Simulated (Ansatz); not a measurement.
Sr: energy above lowest point and pressure against volume per atom

All results are calculated (Ansatz 0.2.0 development build). Equation of state of a cubic crystal from periodic Kohn-Sham density functional theory without spin; pressure corrected for the finite basis.

Cell of the first row (space group Fd-3m, No. 227):
```
Sr
1.0
      0.0000     4.7225     4.7225
      4.7225     0.0000     4.7225
      4.7225     4.7225     0.0000
Sr
2
Direct
  0.00000 0.00000 0.00000
  0.25000 0.25000 0.25000
```

Settings of every row: formula Sr; structure type diamond; functional PBE; spin treatment none; k mesh 20x20x20; occupation method fermi-dirac; occupation width 0.061225619 eV; wave cutoff 420 eV; datasets soft-1 PAW; density cutoff ratio 4.

Limits: a cubic model structure, not a phase known at ambient conditions.

```
row  volume per atom (Å³)  energy above lowest point (meV/atom)  pressure (GPa)
  1               105.319                                  3.43           0.174
  2               107.559                                     ?               ?
  3                 109.8                                  0.32           0.051
  4               112.041                                     0          -0.004
  5               114.282                                  0.42          -0.056
  6               116.523                                  1.54          -0.103
  7               118.763                                  3.28          -0.146
```

Question: what energy above lowest point and pressure should row 2 give?

Worked fit of energy above lowest point. Take u = (V_r/V)^(2/3) − 1 with V_r = 113.16 Å³ an atom, which is twice the finite (Eulerian) strain; such expansions in the strain, on which the Birch-Murnaghan equation of state is built, carry the rest volume and the bulk modulus. The shown rows have u = 0.04904, 0.0203, 0.00665, -0.00656, -0.01933, -0.0317. Least squares give energy above lowest point = 0.122 − 32.27 × u + 2089.5 × u² − 1142 × u³ meV/atom; a parabola predicts inner rows, each left out in turn, worse (root mean square 0.024 against 0.0066 meV/atom). The rows lie off it by 0.00, 0.00, 0.00, 0.00, 0.01, 0.00. Its lowest point lies at u = 0.0078, or V = 111.9 Å³ an atom, and the curvature there gives the bulk modulus at fixed shape and fractions, B = (4/9)(1 + u)² E″(u)/V = 2.67 GPa. The withheld row has u = 0.03442, so the fit gives 0.122 − 32.27 × (0.03442) + 2089.5 × (0.03442)² − 1142 × (0.03442)³ = 1.44 meV/atom.

The calculation gave 1.44 meV/atom. The fit meets it to the printed digit.

Worked fit of pressure. Take u = (V_r/V)^(2/3) − 1 with V_r = 113.16 Å³ an atom, which is twice the finite (Eulerian) strain; such expansions in the strain, on which the Birch-Murnaghan equation of state is built, carry the rest volume and the bulk modulus. The shown rows have u = 0.04904, 0.0203, 0.00665, -0.00656, -0.01933, -0.0317. Least squares give pressure = −0.0303 + 3.861 × u + 6.3 × u² GPa; a straight line predicts inner rows, each left out in turn, worse (root mean square 0.0041 against 0.00065 GPa). The rows lie off it by 0.000, 0.000, 0.000, -0.001, 0.000, 0.000. The pressure vanishes at u = 0.0077, or V = 111.9 Å³ an atom, and there the bulk modulus at fixed shape and fractions is B = −V dP/dV = (2/3)(1 + u) dP/du = 2.66 GPa. The withheld row has u = 0.03442, so the fit gives −0.0303 + 3.861 × (0.03442) + 6.3 × (0.03442)² = 0.110 GPa.

The calculation gave 0.11 GPa. The fit meets it to the printed digit.
